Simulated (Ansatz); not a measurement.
## NaI

**What was measured.** A cell as deposited of cubic NaI (space group Fm-3m), temperature not stated, from the Crystallography Open Database (1963), has a = 6.473 Å and 33.90 Å³/atom.

Method: PBE, scalar-relativistic; no spin polarisation; PAW, 420 eV, 10×10×10 k-mesh, Gaussian smearing of 0.05 eV; code Ansatz; PAW files: Ansatz's generated set soft_2.

```cif
data_structure
_symmetry_space_group_name_H-M 'Fm-3m'
_symmetry_Int_Tables_number 225
_cell_length_a 6.5291
_cell_length_b 6.5291
_cell_length_c 6.5291
_cell_angle_alpha 90.000
_cell_angle_beta 90.000
_cell_angle_gamma 90.000
_cell_volume 278.33
loop_
_atom_site_label
_atom_site_type_symbol
_atom_site_symmetry_multiplicity
_atom_site_Wyckoff_symbol
_atom_site_fract_x
_atom_site_fract_y
_atom_site_fract_z
_atom_site_occupancy
Na1 Na 4 a 0.00000 0.00000 0.00000 1
I1 I 4 b 0.50000 0.00000 0.00000 1
```

The chain of runs began from a cell as deposited in COD, expanded in volume.

The cell above was scaled in volume, its shape and atoms being fixed by the lattice's symmetry. Energies are counted from the cell above.

| V (Å³/atom) | ΔE (meV/atom) | P (GPa) | gap on the mesh (eV) |
| --- | --- | --- | --- |
| 33.40 | 2.8 | 0.68 | 3.68 |
| 34.10 | ? | ? | ? |
| 34.79 | 0.0 | 0.00 | 3.58 |
| 35.49 | 0.6 | -0.29 | 3.53 |
| 36.18 | 2.4 | -0.54 | 3.48 |

Task: Fill in the withheld row.

Result: ΔE (meV/atom): 0.7, P (GPa): 0.32, gap on the mesh (eV): 3.63.

Task: What do the points give for the equilibrium volume, the bulk modulus and its pressure derivative (third-order Birch–Murnaghan)?

Result: V0 = 34.79 Å³/atom, B0 = 15.1 GPa, B0′ = 4.6.

B0·V0 = 15.1 GPa × 34.79 Å³ = 3.29 eV/atom sets the scale: near the minimum ΔE ≈ ½ B0 V0 x², with x = V/V0 − 1, and a pressure of 0.15 GPa squeezes the volume by about 1 %. At the ends of the curve: x = −4.0 % predicts 2.6 meV/atom and the run gives 2.8; x = +4.0 % predicts 2.6 meV/atom and the run gives 2.4. The lopsidedness is anharmonic: atoms resist being pushed together more than being pulled apart.

**Against experiment.** PBE gives 6.529 Å and 34.79 Å³/atom, +2.6 % in volume (+0.9 % in length) from the database's cell. PBE usually overestimates volumes by a few per cent. The static lattice also lacks zero-point motion and thermal expansion, roughly 2.4 to 5.9 % in volume at 300 K (room temperature assumed) by Grüneisen's rule, γ·3k_BT/(B0·V0) with γ of 1 to 2.5, so its own overestimate is larger than the figure.

Kohn–Sham gaps of semilocal functionals lie under measured ones, often by a third or more. No spin–orbit coupling, a notable omission for heavy elements.
